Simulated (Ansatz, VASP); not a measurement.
**Al35PtN36 (Pt_Al) in two plane-wave programs**

One calculation is typed for both programs; each brings its own data sets. How far apart do they land? Of the first pair: The structure shown is the start of the Ansatz relaxation below; VASP solves that cell, so the two are compared at the walk's first step.

Main program and level: Ansatz 0.2.0; plane waves, with VASP 6.6.1 beside it; single point at r2SCAN.

## 1. Set-up

The cell holds 72 atoms: 35 Al, 36 N and 1 Pt. Its edges and angles: a = 9.320 Å, b = 9.320 Å, c = 9.956 Å, α = 90.0°, β = 90.0°, γ = 120.0°. It derives from AlN (AlN (P6_3mc)). Nearest the centre at fractional (0.444, 0.556, 0.500): Pt72 at 0.05 Å, N52 at 1.87 Å, N56 at 1.89 Å, N40 at 1.91 Å, N55 at 1.92 Å, Al22 at 3.04 Å, Al2 at 3.06 Å, Al21 at 3.07 Å. The cell carries charge +1.

As a file:

```cif
data_structure
_symmetry_space_group_name_H-M 'P 1'
_symmetry_Int_Tables_number 1
_cell_length_a 9.3196
_cell_length_b 9.3196
_cell_length_c 9.9565
_cell_angle_alpha 90.000
_cell_angle_beta 90.000
_cell_angle_gamma 120.000
_cell_volume 748.91
loop_
_atom_site_label
_atom_site_type_symbol
_atom_site_fract_x
_atom_site_fract_y
_atom_site_fract_z
_atom_site_occupancy
Al1 Al 0.21899 0.11341 0.24738 1
Al2 Al 0.11584 0.22791 0.49869 1
Al3 Al 0.22494 0.10832 0.75190 1
Al4 Al 0.11174 0.22612 0.99590 1
Al5 Al 0.21854 0.43864 0.25121 1
Al6 Al 0.10556 0.55492 0.49860 1
Al7 Al 0.22123 0.44291 0.75446 1
Al8 Al 0.11580 0.55510 0.99763 1
Al9 Al 0.22296 0.77677 0.24478 1
Al10 Al 0.11211 0.89446 0.50102 1
Al11 Al 0.22186 0.78295 0.74981 1
Al12 Al 0.10991 0.88455 0.99613 1
Al13 Al 0.55385 0.11540 0.25000 1
Al14 Al 0.44118 0.22315 0.50313 1
Al15 Al 0.55926 0.10936 0.75179 1
Al16 Al 0.44655 0.22380 0.99490 1
Al17 Al 0.55569 0.43944 0.25125 1
Al18 Al 0.55057 0.43886 0.75031 1
Al19 Al 0.44905 0.56061 0.99744 1
Al20 Al 0.55931 0.78378 0.25062 1
Al21 Al 0.44747 0.88605 0.50121 1
Al22 Al 0.55741 0.77944 0.74486 1
Al23 Al 0.45057 0.89117 0.99974 1
Al24 Al 0.88490 0.10539 0.25121 1
Al25 Al 0.78214 0.22229 0.49663 1
Al26 Al 0.88900 0.11627 0.74804 1
Al27 Al 0.78263 0.22276 0.99704 1
Al28 Al 0.89148 0.45005 0.24748 1
Al29 Al 0.78257 0.55458 0.49998 1
Al30 Al 0.89262 0.44389 0.75291 1
Al31 Al 0.77197 0.55297 0.99787 1
Al32 Al 0.88550 0.77569 0.24542 1
Al33 Al 0.77482 0.88411 0.49645 1
Al34 Al 0.88753 0.77460 0.74530 1
Al35 Al 0.77699 0.89362 0.99828 1
N36 N 0.21713 0.10732 0.44301 1
N37 N 0.11593 0.22800 0.19054 1
N38 N 0.22231 0.10731 0.93690 1
N39 N 0.11207 0.22200 0.68548 1
N40 N 0.22000 0.43944 0.43745 1
N41 N 0.10893 0.55657 0.18613 1
N42 N 0.22246 0.43926 0.93969 1
N43 N 0.10848 0.55008 0.68806 1
N44 N 0.22611 0.78104 0.43669 1
N45 N 0.10997 0.89031 0.19497 1
N46 N 0.22501 0.77439 0.94010 1
N47 N 0.11303 0.89492 0.68992 1
N48 N 0.55339 0.11483 0.44177 1
N49 N 0.44549 0.22394 0.19522 1
N50 N 0.55716 0.10716 0.94232 1
N51 N 0.44415 0.21768 0.68753 1
N52 N 0.55112 0.44064 0.44358 1
N53 N 0.44905 0.55437 0.18962 1
N54 N 0.54952 0.44173 0.93929 1
N55 N 0.43891 0.55442 0.69205 1
N56 N 0.55403 0.78016 0.44427 1
N57 N 0.44113 0.88716 0.19464 1
N58 N 0.55328 0.78062 0.94321 1
N59 N 0.43875 0.88397 0.69006 1
N60 N 0.89084 0.10792 0.44314 1
N61 N 0.77477 0.22288 0.19429 1
N62 N 0.89348 0.11100 0.94290 1
N63 N 0.77735 0.22073 0.69526 1
N64 N 0.89373 0.44875 0.44299 1
N65 N 0.78317 0.55894 0.19279 1
N66 N 0.89151 0.44262 0.93692 1
N67 N 0.77665 0.55202 0.68632 1
N68 N 0.88378 0.77397 0.43781 1
N69 N 0.78338 0.89003 0.18894 1
N70 N 0.89277 0.78091 0.94415 1
N71 N 0.77798 0.88473 0.69345 1
Pt72 Pt 0.44803 0.55924 0.50329 1
```

## 2. Ansatz: relaxation, r2SCAN

Ansatz runs on its PAW soft_1 files.

The two programs are compared at the cell with which this relaxation starts, whose forces are those of its first step.

input.yaml reads:

```yaml
crystal:
  lattice:
    - [3.10652185, 3.0e-08, 0.0]
    - [-1.55326095, 2.69032682, 0.0]
    - [0.0, 0.0, 4.97823886]
  atoms:
    - { symbol: Al, position: [0.66666667, 0.33333333, 0.49920333] }
    - { symbol: Al, position: [0.33333333, 0.66666667, 0.99920333] }
    - { symbol: "N", position: [0.66666667, 0.33333333, 0.88079667] }
    - { symbol: "N", position: [0.33333333, 0.66666667, 0.38079667] }
  supercell: [3, 3, 2]
  defects: [{ substitution: { at: 33, symbol: Pt } }]
total_charge: 1
basis:
  ecutwfc: 500
  xc_grid: 2
hamiltonian:
  xc: r2scan
  pseudopotentials: { kind: paw, azcp: { folder: soft_1 } }
kpoints:
  mp_grid: { grid: [1, 1, 1], shift: [0.25, 0.25, 0.25] }
magnetization:
  spin_polarized: true
  initial_magnetization: 2
  spin_locking: { lock_magnetization: hard }
scf:
  occupations: { method: fixed }
  max_iter: 100
output:
  forces: true
  charged_corrections: { epsilon: [4.49, 4.49, 4.72], static_epsilon: [8.15, 8.15, 9.65] }
relax:
  f_tol: 0.02
  max_steps: 80
  random_displacement: { amplitude: 0.05, seed: 7480 }
checkpoint:
  write: "../qp1_M2.relax.run"
  compress: false
  write_wavefunctions: true
  write_every: 100000
```

Run with:

```bash
> ansatz run input.yaml --threads 4 --pin off --max-ram 7536MiB --backend cpu --events-out ev --progress --plain --runs-dir out
```

Numbers of over 12 decimals in the logs are rounded to 6 here.

Log:

```text
Warning: This run holds its total moment fixed (magnetization.spin_locking.lock_magnetization: hard) and mixes its density by anderson or broyden (scf.mixing.algorithm, typed or taken by auto). Slabs with a fixed moment have converged under broyden above another state at the same moment, at the default mixing steps and at smaller ones, and under scf.lower_state_search: standard, light or off a state that such a mixer [...]
Engine: ansatz 0.2.0, aarch64-unknown-linux-gnu
Pseudopotentials: kind: paw
Pseudopotential: Al, paw, valence charge 3, recommended cutoff 500 eV (meta_gga), soft_1/Al.paw.azcp
Pseudopotential: N, paw, valence charge 5, recommended cutoff 500 eV (meta_gga), soft_1/N.paw.azcp
Pseudopotential: Pt, paw, valence charge 18, recommended cutoff 500 eV (meta_gga), soft_1/Pt.paw.azcp
Functional definition: r2SCAN
  parameter k0 = 0.174
  parameter k1 = 0.065
  parameter a1 = 4.9479
  exchange = r2scan_x(k0 = k0, k1 = k1, a1 = a1)
  correlation = r2scan_c
Crystal: 72 atoms, lattice volume = 748.907 Å³
Basis set: ecut = 500 eV, 18913 PW (Γ), exchange–correlation on 144×144×150 points (8 copies of the dense FFT grid, shifted against one another)
Bands: 224, of which v1, the nominal top of the filled ones, is band 151 counted from 1 (150 counted from 0)
Symmetry: 1 space group operations
k-points: 1
Non-local potential: Al, projectors of the file, l = 0: 2, l = 1: 2, l = 2: 1
Non-local potential: N, projectors of the file, l = 0: 2, l = 1: 2, l = 2: 1
Non-local potential: Pt, projectors of the file, l = 0: 3, l = 1: 2, l = 2: 2, l = 3: 1
PAW form: soft (Blöchl's): semilocal exchange-correlation on the pseudo side does not see the compensation charge
PAW frozen core: Al, regenerated for the run's functional (the file was generated under x = pbe(κ = 0.804, μ = 0.219515), c = pbe(β = 0.066725))
PAW frozen core: N, regenerated for the run's functional (the file was generated under x = pbe(κ = 0.804, μ = 0.219515), c = pbe(β = 0.066725))
PAW frozen core: Pt, regenerated for the run's functional (the file was generated under x = pbe(κ = 0.804, μ = 0.219515), c = pbe(β = 0.066725))
PAW one-centre angular grid: Al, 302 points (default); XC on 160 Gauss nodes
PAW one-centre angular grid: N, 302 points (default); XC on 160 Gauss nodes
PAW one-centre angular grid: Pt, 590 points (default); XC on 160 Gauss nodes
Initial density: superposition of atomic densities (chi_scale 0.1, normalization cell, long waves kept (reshape's long-wave potential 0.04 eV rms))
Starting moments: Σ|m| = 2 μB on 72 of 72 sites
Initial wavefunctions: pseudopotential atomic-orbital guess
Functional: x = r2scan, c = r2scan; τ floored in thin density (d = 2e-4 eV/Å³)
SCF iter   1: F=—  HF=-45462.346279 eV  |F-HF|=—  |Δ(HF+E_count)|=         —  Δρ=7.30e-2 (↑6.91e-2 ↓7.30e-2)  dr2=1.86e2  dr2_τ=5.25e0  dr2_m=6.63e-1  M=2.000 μB ∫|m|=2.018 μB  β_m=1.20  ethr=3.10e-3  ⟨swp⟩=6.0  Hψ=1678  notcnv=0  defer=140
preconditioner: auto → Resta (q_TF=auto, 2.345 Å⁻¹)  ε∞=3.4  [insulator: Δε(μ)=0.241 eV  Ē_g=15.124 eV  n_scr=162 (ndim 8)  ℏωp=23.3 eV  f_vac=0.000  ε∞_Penn≈3.4]
spin=Collinear: Resta preconditioning applied to the charge; magnetization (m = ρ↑ − ρ↓) channel mixes plain (no charge-response kernel on spin).
SCF iter   2: F=—  HF=-45425.577818 eV  |F-HF|=—  |Δ(HF+E_count)|=    3.68e1  Δρ=3.62e-2 (↑3.62e-2 ↓3.55e-2)  dr2=4.72e1  dr2_τ=5.00e-1  dr2_m=2.63e-2  M=2.000 μB ∫|m|=2.095 μB  β_m=1.20  ethr=3.10e-3  ⟨swp⟩=3.0  Hψ=776  notcnv=0  defer=142  κ⁻¹=1.0e0(r=1)
SCF iter   3: F=—  HF=-45420.862121 eV  |F-HF|=—  |Δ(HF+E_count)|=    4.72e0  Δρ=1.84e-2 (↑1.83e-2 ↓1.84e-2)  dr2=6.72e0  dr2_τ=6.65e-2  dr2_m=6.34e-3  M=2.000 μB ∫|m|=2.103 μB  β_m=1.20  ethr=3.10e-3  ⟨swp⟩=2.5  Hψ=763  notcnv=0  defer=139  κ⁻¹=6.4e-2(r=2)
SCF iter   4: F=—  HF=-45421.440471 eV  |F-HF|=—  |Δ(HF+E_count)|=   5.78e-1  Δρ=1.19e-2 (↑1.19e-2 ↓1.19e-2)  dr2=2.24e0  dr2_τ=3.29e-2  dr2_m=2.60e-3  M=2.000 μB ∫|m|=2.112 μB  β_m=1.20  ethr=2.23e-3  ⟨swp⟩=2.0  Hψ=469  notcnv=0  defer=141  κ⁻¹=9.2e-3(r=3)
SCF iter   5: F=—  HF=-45421.632822 eV  |F-HF|=—  |Δ(HF+E_count)|=   1.92e-1  Δρ=3.88e-3 (↑3.85e-3 ↓3.88e-3)  dr2=2.56e-1  dr2_τ=4.86e-3  dr2_m=7.28e-4  M=2.000 μB ∫|m|=2.103 μB  β_m=1.20  ethr=7.40e-4  ⟨swp⟩=2.0  Hψ=319  notcnv=0  defer=142  κ⁻¹=1.2e-3(r=4)
[...]
k-point 0 ↓: bands = [... 147 lower, 6.9315, 7.1934, 7.2800, 9.0508, 9.1743, 9.2216, 13.2207, 13.2529, ... 69 higher]
--- Relaxed structure (6 steps of the walk, 6 accepted, 0 SCFs on fresh bases) ---
  F+E_penalty+E_count = -45424.98194532 eV   max|allowed force component| = 1.639e-2 eV/Å
  atoms:
    - { symbol: Al, position: [0.222279, 0.110594, 0.249196] }
    - { symbol: Al, position: [0.107282, 0.216382, 0.501480] }
    - { symbol: N, position: [0.222214, 0.111137, 0.440279] }
    - { symbol: N, position: [0.110998, 0.220781, 0.189168] }
    - { symbol: Al, position: [0.221861, 0.110097, 0.750579] }
    - { symbol: Al, position: [0.110726, 0.220681, 0.999096] }
    - { symbol: N, position: [0.221951, 0.110643, 0.940282] }
    - { symbol: N, position: [0.111144, 0.221350, 0.691033] }
    - { symbol: Al, position: [0.216666, 0.441418, 0.246147] }
    - { symbol: Al, position: [0.108012, 0.557848, 0.501928] }
    - { symbol: N, position: [0.199487, 0.433121, 0.436916] }
    - { symbol: N, position: [0.111140, 0.555909, 0.188943] }
    - { symbol: Al, position: [0.217525, 0.441739, 0.750598] }
    - { symbol: Al, position: [0.110866, 0.556205, 0.998972] }
    - { symbol: N, position: [0.223784, 0.445110, 0.941175] }
    - { symbol: N, position: [0.111341, 0.555630, 0.691279] }
    - { symbol: Al, position: [0.222232, 0.777751, 0.249146] }
    - { symbol: Al, position: [0.111114, 0.888794, 0.499361] }
    - { symbol: N, position: [0.222064, 0.777914, 0.440264] }
    - { symbol: N, position: [0.111425, 0.888562, 0.190599] }
    - { symbol: Al, position: [0.221948, 0.778049, 0.750712] }
    - { symbol: Al, position: [0.111275, 0.888736, 1.000219] }
    - { symbol: N, position: [0.221999, 0.778037, 0.940323] }
    - { symbol: N, position: [0.111419, 0.888551, 0.689793] }
    - { symbol: Al, position: [0.555740, 0.110716, 0.249337] }
    - { symbol: Al, position: [0.442143, 0.215449, 0.501991] }
    - { symbol: N, position: [0.555624, 0.110736, 0.439934] }
    - { symbol: N, position: [0.444082, 0.220479, 0.188902] }
    - { symbol: Al, position: [0.556649, 0.111303, 0.750497] }
    - { symbol: Al, position: [0.443740, 0.220534, 0.998960] }
    - { symbol: N, position: [0.556055, 0.111307, 0.940205] }
    - { symbol: N, position: [0.444452, 0.221217, 0.691291] }
    - { symbol: Al, position: [0.558897, 0.441049, 0.245552] }
    - { symbol: Pt, position: [0.445730, 0.554624, 0.488707] }
    - { symbol: N, position: [0.567684, 0.432098, 0.436554] }
    - { symbol: N, position: [0.444975, 0.555085, 0.199285] }
    - { symbol: Al, position: [0.558343, 0.441712, 0.750866] }
    - { symbol: Al, position: [0.444688, 0.555353, 1.002087] }
    - { symbol: N, position: [0.554968, 0.445109, 0.941333] }
    - { symbol: N, position: [0.444990, 0.555185, 0.692279] }
    - { symbol: Al, position: [0.558631, 0.783434, 0.246120] }
    - { symbol: Al, position: [0.442093, 0.892027, 0.501940] }
    - { symbol: N, position: [0.566926, 0.800630, 0.436968] }
    - { symbol: N, position: [0.444074, 0.888902, 0.188960] }
    - { symbol: Al, position: [0.558325, 0.782565, 0.750643] }
    - { symbol: Al, position: [0.443772, 0.889171, 0.998978] }
    - { symbol: N, position: [0.554891, 0.776263, 0.941181] }
    - { symbol: N, position: [0.444430, 0.888737, 0.691290] }
    - { symbol: Al, position: [0.889126, 0.110948, 0.249622] }
[...]
- { symbol: Al, position: [0.889315, 0.444278, 0.249371] }
    - { symbol: Al, position: [0.784409, 0.557777, 0.501962] }
    - { symbol: N, position: [0.889265, 0.444413, 0.439956] }
    - { symbol: N, position: [0.779530, 0.555921, 0.189001] }
    - { symbol: Al, position: [0.888760, 0.443401, 0.750461] }
    - { symbol: Al, position: [0.779514, 0.556269, 0.998977] }
    - { symbol: N, position: [0.888802, 0.443992, 0.940192] }
    - { symbol: N, position: [0.778796, 0.555549, 0.691272] }
    - { symbol: Al, position: [0.889414, 0.777766, 0.249215] }
    - { symbol: Al, position: [0.783671, 0.892784, 0.501520] }
    - { symbol: N, position: [0.888784, 0.777753, 0.440302] }
    - { symbol: N, position: [0.779243, 0.889053, 0.189178] }
    - { symbol: Al, position: [0.889927, 0.778146, 0.750606] }
    - { symbol: Al, position: [0.779332, 0.889303, 0.999090] }
    - { symbol: N, position: [0.889351, 0.778035, 0.940291] }
    - { symbol: N, position: [0.778697, 0.888902, 0.691068] }
```

In the SCF lines HF is the Harris–Foulkes energy and dr2 the Hartree energy of the density residual, in eV; the loop may stop once dr2 is under the threshold and the program's other checks hold. Hψ counts applications of the Hamiltonian.

## 3. VASP: single point, r2SCAN, start cell, pair 1

The same cell, functional and mesh now go to VASP, with its own data sets.

Lines of VASP's logs that name or quote its potential files are left out, and so is its time.

INCAR reads:

```
SYSTEM = Al35PtN36
PREC = Accurate
ENCUT = 580
EDIFF = 1E-06
NELM = 200
ISMEAR = 0
SIGMA = 0.01
LREAL = Auto
ALGO = Normal
METAGGA = R2SCAN
LASPH = .TRUE.
NELECT = 294
NBANDS = 200
ISPIN = 2
MAGMOM = 0 0 0 0 -0 0 0 0 0 -0 -0 0 -0 0 -0 0 -0 0 -0 -0 0 0 0 -0 -0 0 -0 -0 0 0 0 0 0 0 0 0 0 0 -0 0.2 0 0 -0 0 0 0 0 0.03 0 0 -0 0.21 0 -0 0.03 0.2 0 -0 -0 0 -0 0 -0 0.03 0 0 -0 0 0 0 -0 0.63
LMAXMIX = 4
LORBIT = 11
LWAVE = .FALSE.
LCHARG = .FALSE.
ISIF = 2
ISYM = 0
NUPDOWN = 2
GGA_COMPAT = .FALSE.
LMIXTAU = .TRUE.
NCORE = 2
```

POSCAR reads:

```
Al35PtN36
1.0
    9.3195655359      0.0000000860      0.0000000000
   -4.6597828424      8.0709804634      0.0000000000
    0.0000000000      0.0000000000      9.9564777190
Al N Pt
35 36 1
Direct
    0.2189862448      0.1134054264      0.2473818623
    0.1158385115      0.2279133246      0.4986886066
    0.2249426348      0.1083204184      0.7518951191
    0.1117395980      0.2261239509      0.9959025953
    0.2185401347      0.4386438546      0.2512059054
    0.1055641098      0.5549187006      0.4986017285
    0.2212338639      0.4429052947      0.7544617898
    0.1158040493      0.5551025691      0.9976318212
    0.2229554152      0.7767689451      0.2447841565
    0.1121140238      0.8944635690      0.5010187479
    0.2218597958      0.7829476245      0.7498149658
    0.1099135195      0.8845543640      0.9961304871
    0.5538483354      0.1153976220      0.2499956380
    0.4411776631      0.2231456228      0.5031342550
    0.5592604376      0.1093570919      0.7517934767
    0.4465463203      0.2237968447      0.9949031454
    0.5556890773      0.4394442495      0.2512485912
    0.5505703694      0.4388585710      0.7503121295
    0.4490512571      0.5606067295      0.9974433008
    0.5593140796      0.7837794901      0.2506247762
    0.4474748799      0.8860508329      0.5012079714
    0.5574092674      0.7794449486      0.7448603019
    0.4505710709      0.8911712764      0.9997422061
    0.8848989376      0.1053891690      0.2512103246
    0.7821385807      0.2222920673      0.4966317547
    0.8890036147      0.1162651710      0.7480361238
    0.7826342326      0.2227578100      0.9970360282
    0.8914839678      0.4500538615      0.2474793867
    0.7825728681      0.5545799489      0.4999773153
    0.8926155952      0.4438873244      0.7529122458
    0.7719724506      0.5529688684      0.9978736738
    0.8854959081      0.7756870373      0.2454162073
    0.7748226490      0.8841110403      0.4964492604
    0.8875265498      0.7745957201      0.7452982078
    0.7769862765      0.8936235152      0.9982800424
    0.2171345090      0.1073179380      0.4430140984
    0.1159296257      0.2280000551      0.1905400739
    0.2223126980      0.1073098844      0.9368982951
    0.1120685612      0.2220037576      0.6854799652
    0.2199964104      0.4394389253      0.4374507856
    0.1089310754      0.5565704205      0.1861305828
    0.2224615784      0.4392567913      0.9396899450
    0.1084780245      0.5500762901      0.6880572822
    0.2261144421      0.7810381910      0.4366900748
    0.1099685609      0.8903104181      0.1949679450
    0.2250060658      0.7743873262      0.9401011346
    0.1130320028      0.8949243556      0.6899205918
    0.5533861699      0.1148318914      0.4417745034
    0.4454917541      0.2239352418      0.1952210465
    0.5571637437      0.1071573591      0.9423181837
    0.4441492738      0.2176812309      0.6875260703
    0.5511238042      0.4406442276      0.4435785551
    0.4490521157      0.5543716754      0.1896168558
    0.5495225327      0.4417260045      0.9392919127
    0.4389082524      0.5544230943      0.6920521689
    0.5540290007      0.7801583687      0.4442748856
    0.4411265393      0.8871644523      0.1946388125
    0.5532763553      0.7806207661      0.9432105675
    0.4387472075      0.8839650888      0.6900563828
    0.8908376825      0.1079168668      0.4431366317
    0.7747699506      0.2228808435      0.1942940119
    0.8934801921      0.1109964182      0.9429037321
    0.7773483354      0.2207286886      0.6952630434
    0.8937291287      0.4487490633      0.4429891900
    0.7831698671      0.5589421202      0.1927850445
    0.8915137471      0.4426222984      0.9369222996
    0.7766547518      0.5520246212      0.6863161042
    0.8837843352      0.7739689065      0.4378072370
    0.7833848985      0.8900296519      0.1889365952
    0.8927678020      0.7809095750      0.9441514625
    0.7779841852      0.8847327739      0.6934472406
    0.4480312083      0.5592381226      0.5032947536
```

KPOINTS reads:

```
Points of the shifted mesh
1
Reciprocal
 0.2500000000  0.2500000000  0.2500000000 1
```

PAW data sets: Al, N and Pt (PBE family, release 64).

Run with:

```bash
> mpirun -np 8 vasp_std
```

Log:

```text
[banner, memory and clock lines left out]
running    8 mpi-ranks, on    1 nodes
[...]
|                                                                             |
|               ----> ADVICE to this user running VASP <----                  |
|                                                                             |
|     You enforced a specific xc type in the INCAR file but a different       |
|     [... a line on the potential file left out ...]
|     I HOPE YOU KNOW WHAT YOU ARE DOING!                                     |
|                                                                             |

 LDA part: xc-table for (None), standard interpolation
 POSCAR, INCAR and KPOINTS ok, starting setup
[...]
entering main loop
       N       E                     dE             d eps       ncg     rms          rms(c)
DAV:   1     0.116678330769E+04    0.11668E+04   -0.15165E+05   800   0.151E+03
DAV:   2    -0.742473387410E+03   -0.19093E+04   -0.18261E+04   992   0.303E+02
DAV:   3    -0.893377988414E+03   -0.15090E+03   -0.14961E+03   976   0.919E+01
DAV:   4    -0.895820762065E+03   -0.24428E+01   -0.24331E+01   960   0.122E+01
DAV:   5    -0.895867795849E+03   -0.47034E-01   -0.46978E-01   976   0.160E+00BRMIX: very serious problems
 the old and the new charge density differ
 old charge density:   295.00000 new  294.00000
    0.662E+01
DAV:   6    -0.761959117244E+03    0.13391E+03   -0.32467E+02   928   0.386E+01    0.411E+01
DAV:   7    -0.734718480881E+03    0.27241E+02   -0.34621E+01   912   0.157E+01    0.228E+01
DAV:   8    -0.728760635855E+03    0.59578E+01   -0.32607E+00   888   0.565E+00    0.141E+01
DAV:   9    -0.729301751037E+03   -0.54112E+00   -0.18231E+00   928   0.381E+00    0.478E+00
[...]
DAV:  20    -0.733927974325E+03   -0.15091E-05   -0.56626E-07   512   0.278E-03    0.116E-03
DAV:  21    -0.733927973204E+03    0.11212E-05   -0.16082E-07   496   0.144E-03    0.767E-04
DAV:  22    -0.733927973133E+03    0.71028E-07   -0.11832E-07   496   0.121E-03
   1 F= -.73392797E+03 E0= -.73392797E+03  d E =-.164583E-50  mag=     2.0000
```

OUTCAR, selected parts (step 3):

```text
  FREE ENERGIE OF THE ION-ELECTRON SYSTEM (eV)
  ---------------------------------------------------
  free  energy   TOTEN  =      -733.9279731332 eV

  energy  without entropy=     -733.9279731332  energy(sigma->0) =     -733.92797313

 magnetization (x)
# of ion       s       p       d       tot
------------------------------------------
    1        0.000   0.000   0.000   0.000
    2        0.003   0.004   0.000   0.008
    3        0.000   0.000   0.000   0.000
    4        0.000   0.000   0.000   0.000
    5       -0.001  -0.001   0.000  -0.002
    6        0.001   0.001   0.000   0.002
    7        0.002   0.003   0.000   0.004
    8        0.000   0.000   0.000   0.000
    9        0.000   0.000   0.000   0.000
   10       -0.000  -0.000   0.000  -0.001
   11        0.000   0.000   0.000   0.000
   12        0.000   0.000   0.000   0.000
   13       -0.000  -0.000   0.000  -0.000
[...]
--------------------------------------------------
tot          0.076   0.764   0.704   1.544
```

The run ends at a pressure of 1.03 GPa, with forces up to 4.2 eV/Å.

(Part 1 of 2 ends here.)

[Lines on the potential files, build, host, timing and source positions are cut from VASP's logs without a mark.]

[Logs are printed without paths, hosts, clocks, repeated set-up lines and the standing remarks that a program may print on its own settings, such as how far it seeks lower states.]

[Hosts, paths, dates, database ids (printed as entryN), source tags and the programs' standing remarks are cut or masked in the printed files.]
